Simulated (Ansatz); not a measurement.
**AlN under changes of volume**

One of the cells (8.421 Å³/atom); the others are scaled copies at fixed shape and fractional positions:

```
Al N
1.0
     0.00000    2.03452    2.03452
     2.03452    0.00000    2.03452
     2.03452    2.03452    0.00000
Al N
1 1
Direct
  0.50000 0.50000 0.50000
  0.00000 0.00000 0.00000
```

Measurements of this composition are mostly on another form, of space group No. 186.

| Quantity | Value |
| --- | --- |
| Program | Ansatz 0.2.0 |
| Functional | HSE06 |
| Potentials or basis | Ansatz PAW |
| Cutoff | 420 eV (not typed: the program's choice for these potentials) |
| k mesh | 6 × 6 × 6 |
| Occupations | fermi-dirac, width 0.05 eV |
| Spin | no spin polarisation |

| volume (Å³/atom) | energy over the lowest point (meV/atom) | pressure (GPa) | gap on the mesh (eV) |
| --- | --- | --- | --- |
| 7.916 | 7.49 | 9.9 | 6.48 |
| 8.085 | 0.46 | 3.5 | 6.27 |
| 8.253 | 0.00 | -2.4 | 6.05 |
| 8.421 | 5.32 | -7.6 | 5.84 |
| 8.590 | ? | ? | ? |
| 8.758 | 31.15 | -16.7 | 5.43 |
| 8.927 | 50.94 | -20.6 | 5.24 |

Q: What does the run at 8.590 Å³/atom give?

A: Energy over the lowest point 15.88 meV/atom; pressure -12.4 GPa; gap on the mesh 5.63 eV.

Worked out: A Birch-Murnaghan fit of order 3 (a polynomial in V^(-2/3)) to the other rows has its minimum at 8.18 Å³/atom with B0 = V·E''(V) = 280 GPa and B' = 3.9. It gives 15.89 meV/atom at 8.590 Å³/atom, against the run's 15.88, and -dE/dV = -12.4 GPa, against -12.4. A straight line through the other rows of the gap, of slope -10.4 eV per unit of ln V, gives 5.64 eV, against the run's 5.63.

Energies are extrapolated to zero smearing.

Caveats: all runs use coarse meshes; the PAW data sets come from PBE, with cores solved anew for the run's functional, which leaves a small shift of forces and pressure; the thresholds are loose for stress.

A mesh can miss the band edges.
